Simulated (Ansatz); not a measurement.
## AgCl (Chlorargyrite) in Ansatz: the effect of functional

Crystal: AgCl (Chlorargyrite).

```
Ag Cl
1.0
     0.00000    2.77099    2.77099
     2.77099    0.00000    2.77099
     2.77099    2.77099    0.00000
Ag Cl
1 1
Cartesian
  0.0000 0.0000 0.0000
  2.7710 2.7710 2.7710
```

The cell isn't the ideal one: volume scaled by 1.04.

Alike in all runs:

```yaml
Program: Ansatz 0.2.0
Task: single point
Potentials_or_basis: Ansatz PAW
k_mesh: 8 × 8 × 8
Occupations: fermi-dirac, width 0.05 eV
Spin: no spin polarisation
```

One run gave: gap on the mesh 0.73 eV; pressure -2.5 GPa. Which functional did it use?
A. PBEsol
B. LDA
C. r2SCAN

A.

```csv
functional,cutoff,gap on the mesh (eV),pressure (GPa)
LDA,420 eV (not typed: the program's choice for these potentials),0.61,-5.5
PBEsol,420 eV (not typed: the program's choice for these potentials),0.73,-2.5
r2SCAN,500 eV (not typed: the program's choice for these potentials),1.48,0.1
```

Caveats: the PAW data sets come from PBE, with cores solved anew for the run's functional, which leaves a small shift of forces and pressure.

A k mesh can miss the band edges.

Runs at the PBE level aren't shown here.
